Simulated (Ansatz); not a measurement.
TiTe:

```
CELL_PARAMETERS angstrom
0.00000 3.31060 3.31060
3.31060 0.00000 3.31060
3.31060 3.31060 0.00000
ATOMIC_POSITIONS crystal
Ti 0.00000 0.00000 0.00000
Te 0.25000 0.25000 0.25000
```

The cell comes from a database or a generator and needn't be the stable form of this composition.

```yaml
Program: Ansatz 0.2.0
Task: relaxation of cell and atoms
Functional: r2SCAN
Dispersion: D3(BJ)
Potentials_or_basis: Ansatz PAW
Cutoff: "500 eV (not typed: the program's choice for these potentials)"
k_mesh: 7 × 7 × 7
Occupations: fermi-dirac, width 0.05 eV
Spin: no spin polarisation
```

At the start: volume 36.28 Å³/atom.

Problem. How do energy, volume and symmetry change on relaxing?

Solution. It ends after 6 steps and the volume is 29.65 Å³/atom (-18.3 %); space group F-43m (No. 216, to 0.05 Å).

The path:
| step | energy change (eV) | largest force (eV/Å) | volume (Å³) |
| --- | --- | --- | --- |
| 1 | 0.0000 | 0.0000 | 72.57 |
| 2 | -0.3636 | 0.0000 | 62.46 |
| 3 | -0.3882 | 0.0000 | 57.97 |
| 4 | -0.3935 | 0.0000 | 59.40 |
| 5 | -0.3936 | 0.0000 | 59.29 |
| 6 | -0.3918 | 0.0000 | 59.29 |

Final structure:
```
Ti Te
1.0
     0.00000    3.09497    3.09497
     3.09497    0.00000    3.09497
     3.09497    3.09497    0.00000
Ti Te
1 1
Cartesian
  0.0000 0.0000 0.0000
  1.5475 1.5475 1.5475
```

Caveat: the volume moved by over 15 % at a fixed basis, so the end points are rough; the plane-wave basis is chosen anew once the cell has moved, so the energies of steps on either side of that aren't comparable; pairwise dispersion overbinds metals, which lowers pressure and volume; the PAW data sets come from PBE, with cores solved anew for the run's functional, which leaves a small shift of forces and pressure; the dispersion damping was fitted for another functional or another form of the correction.
